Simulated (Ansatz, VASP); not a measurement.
## BeS: VASP beside Ansatz

File INCAR:

```
  AGGAC = 1.0
  AGGAX = 1.0
  ALDAC = 0.0
  ALDAX = 1.0
  ALGO = Normal
  EDIFF = 1E-6
  EDIFFG = -0.02
  ENCUT = 600
  GGA = B5
  IBRION = 2
  ISIF = 3
  ISMEAR = -1
  LASPH = T
  LCHARG = F
  LREAL = F
  LWAVE = F
  NELM = 100
  NSW = 40
  PREC = Accurate
  SIGMA = 0.05
```

The input KPOINTS:

```
k-points
0
Gamma
  9 9 9
```

File POSCAR:

```
BeS
1.0
    0.0000000000      2.4250000000      2.4250000000
    2.4250000000      0.0000000000      2.4250000000
    2.4250000000      2.4250000000      0.0000000000
S Be
1 1
Direct
    0.7500000000      0.7500000000      0.7500000000
    0.0000000000      0.0000000000      0.0000000000
```

The input input.yaml:

```yaml
crystal:
  lattice:
    - [0.0, 2.425, 2.425]
    - [2.425, 0.0, 2.425]
    - [2.425, 2.425, 0.0]
  atoms:
    - { symbol: S, position: [0.75, 0.75, 0.75] }
    - { symbol: Be, position: [0.0, 0.0, 0.0] }
hamiltonian:
  xc: blyp
  pseudopotentials: { kind: paw }
kpoints:
  mp_grid: { grid: [9, 9, 9] }
scf:
  occupations: { method: fermi_dirac, width: 0.05 }
output:
  forces: true
  stress: true
  eigenvalues: true
relax:
  f_tol: 0.01
  max_steps: 40
  cell: { stress_tol: 0.05 }
```

Alike in both runs: task relaxation of cell and atoms; functional BLYP; k mesh 9 × 9 × 9; occupations fermi-dirac, width 0.05 eV; no spin polarisation.

```csv
,VASP,Ansatz
version,VASP 6.6.1,Ansatz 0.2.0
potentials or method,"VASP PAW PBE potentials, release 64 (S, Be)",Ansatz PAW
plane-wave cutoff (eV),600,420
valence electrons in the cell,8,8
```

Ansatz gave:

```
gap on the k mesh at the Fermi level, each at its own relaxed structure (eV) : 3.55
relaxed volume (Å³/atom)                                                     : 14.97
relaxed cell length with the largest relative difference (Å)                 : 3.485
energy change over the relaxation (meV/atom)                                 : -10
```

Q: Estimate VASP's values.

A: gap on the k mesh at the Fermi level, each at its own relaxed structure (eV): 3.57; relaxed volume (Å³/atom): 14.93; relaxed cell length with the largest relative difference (Å): 3.482; energy change over the relaxation (meV/atom): -9.

Caveats: the PAW data sets were made with another functional, which shifts forces and pressure a little (VASP); an odd mesh through Γ misses points on the zone boundary, where band edges often lie (VASP); odd divisions of the mesh miss points on the zone boundary, where band edges often lie, so the gap on the mesh can be too wide (Ansatz); the plane-wave basis is chosen anew once the cell has moved, so the energies of steps on either side of that aren't comparable (Ansatz); the PAW data sets come from PBE, with cores solved anew for the run's functional, which leaves a small shift of forces and pressure (Ansatz). Zero-point motion and thermal expansion aren't in these numbers.
